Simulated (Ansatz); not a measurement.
The calculation used Ansatz, DFT PBEsol, scalar-relativistic, plane waves, PAW.

Settings: cutoff 420 eV, Γ-centred mesh 12×12×12 on the computed 3-atom cell, Gaussian smearing of 0.10 eV; no spin polarisation.

```xyz
3
Lattice="3.4975 0.0000 0.0000 0.0000 3.4975 0.0000 0.0000 0.0000 3.2297" Properties=species:S:1:pos:R:3 pbc="T T T"
Ta    1.7488    0.0000    2.3246
Ta    0.0000    1.7488    0.9050
H     0.0000    0.0000    0.0000
```

**Question.** Is this geometry at equilibrium? Which atom feels the largest force?

**Answer.** It isn't. Atom 2 (Ta) feels (0.00, 0.00, -1.29) eV/Å, 1.290 eV/Å in size, and symmetry-related atoms feel the same size.

**Question.** Give all forces and the stress.

**Answer.**
| atom | Fx | Fy | Fz |
| --- | --- | --- | --- |
| Ta1 | 0.000 | 0.000 | 1.290 |
| Ta2 | 0.000 | 0.000 | -1.290 |
| H3 | 0.000 | 0.000 | 0.000 |
Stress (GPa, compression positive):
```
-11.47   0.00   0.00
  0.00 -11.47   0.00
  0.00   0.00  -0.99
```

Spin–orbit coupling is left out, which can shift energies with elements as heavy as these.